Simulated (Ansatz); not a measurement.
Pb:

```
Pb
1.0
     0.00000    2.47502    2.47502
     2.47502    0.00000    2.47502
     2.47502    2.47502    0.00000
Pb
1
Cartesian
  0.0000 0.0000 0.0000
```

| Item | Value |
| --- | --- |
| Program | Ansatz 0.2.0 |
| Task | relaxation of cell and atoms |
| Functional | BLYP |
| Dispersion | D4 |
| Potentials or basis | all-electron LAPW, scalar-relativistic |
| Basis error allowed | 0.001 eV/atom |
| k mesh | 9 × 9 × 9 |
| Occupations | fermi-dirac, width 0.05 eV |
| Spin | no spin polarisation |

At the start: volume 30.32 Å³/atom.

Task: Where does the relaxation end?

Result: Over 3 steps the energy falls by 6.6 meV/atom and the volume is 31.58 Å³/atom (+4.1 %); space group Fm-3m (No. 225, to 0.05 Å).

Step by step:
| step | energy change (eV) | largest force (eV/Å) | volume (Å³) |
| --- | --- | --- | --- |
| 1 | 0.0000 | 0.0000 | 30.32 |
| 2 | -0.0066 | 0.0000 | 31.58 |
| 3 | -0.0066 | 0.0000 | 31.58 |

Final structure:
```
Pb
1.0
     0.00000    2.50864    2.50864
     2.50864    0.00000    2.50864
     2.50864    2.50864    0.00000
Pb
1
Direct
  0.00000 0.00000 0.00000
```

The cell as given is a measured one (30.32 Å³/atom); BLYP+D4 puts the equilibrium volume +4.1 % from it, thermal expansion not counted.
